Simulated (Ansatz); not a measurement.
In SnTe (rock salt type) the Sn atom of the primitive cell, with all its periodic images, is moved by 0.06 Å along [111].

```
Sn Te
1.0
     0.00000    3.20500    3.20500
     3.20500    0.00000    3.20500
     3.20500    3.20500    0.00000
Sn Te
1 1
Direct
  0.00540 0.00540 0.00540
  0.50000 0.50000 0.50000
```

Level of theory: HSE06, plane waves, PAW datasets (generated soft set 1) (Ansatz).

Cutoff 420 eV; exchange singularity: none; k-mesh 4×4×4 Γ-centred; Fermi–Dirac smearing of 0.05 eV; no spin polarisation; no spin–orbit coupling.

**Question.** What force results?

**Answer.** The force on it along the displacement is 0.1230 eV/Å, a force constant of -2.05 eV/Å². It is negative: the force pushes the atom further, so on this mesh the structure is unstable along this displacement. On a mesh this coarse the force constant of so soft a mode can lie far from its converged value, in sign too.

| atom | Fx (eV/Å) | Fy (eV/Å) | Fz (eV/Å) |
| --- | --- | --- | --- |
| Sn1 | 0.0710 | 0.0710 | 0.0710 |
| Te2 | -0.0709 | -0.0709 | -0.0709 |

Where the force pushes the moved atom further off its site, the soft mode may be real or faked by the k-mesh. The k-mesh is modest, so these values aren't fully converged in k.
